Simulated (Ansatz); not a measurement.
## TiSe squeezed and stretched

A database entry relaxed whole under r2SCAN (P6_3/mmc):

```
CELL_PARAMETERS angstrom
3.43660 0.00000 0.00000
-1.71830 2.97618 0.00000
0.00000 0.00000 6.72339
ATOMIC_POSITIONS crystal
Ti 0.00000 0.00000 0.00000
Ti 0.00000 0.00000 0.50000
Se 0.33333 0.66667 0.25000
Se 0.66667 0.33333 0.75000
```

The cell was scaled uniformly, its shape held, and the atoms relaxed at each volume with plane-wave PAW DFT (Ansatz 0.2.0; r2SCAN, 500 eV, 11×11×5 Γ-centred mesh, fermi-dirac occupations of width 0.100 eV; no spin, no spin-orbit coupling). One row is withheld.

| volume (Å³/atom) | energy over the lowest (meV/atom) | pressure (GPa) |
| --- | --- | --- |
| 16.160 | 24.8 | 8.53 |
| 16.504 | 10.3 | 5.37 |
| 16.848 | 2.3 | 2.53 |
| 17.192 | 0.0 | -0.01 |
| 17.535 | 2.9 | -2.28 |
| 17.879 | ? | ? |
| 18.223 | 22.2 | -6.15 |

Q: Fit the pressures of the other rows to the third-order Birch-Murnaghan form.

A: With f = [(V₀/V)^(2/3) − 1]/2 and P = 3B₀f(1 + 2f)^(5/2)[1 + 3(B₀′ − 4)f/2], least squares gives V₀ = 17.19 Å³ an atom, B₀ = 120 GPa and B₀′ = 4.5; the rows miss the fit by less than 0.01 GPa. The slope of the energies differs from these pressures by 0.22 GPa, since they are taken to zero smearing while pressures follow the free energy.

Q: What does the withheld row hold?

A: The fit gives -4.32 GPa at 17.879 Å³; the run gave -4.32 GPa and 10.5 meV an atom.

Caveats: the shape of the cell was held, so B₀ is an upper bound where the axes differ in stiffness; 0 K, fixed nuclei; the symmetry was kept, and this need not be the phase that is stable at 0 K; one mesh for all volumes; the relaxed cell lies far from the entry, by an error of the functional or of the entry; pressure is positive in compression.
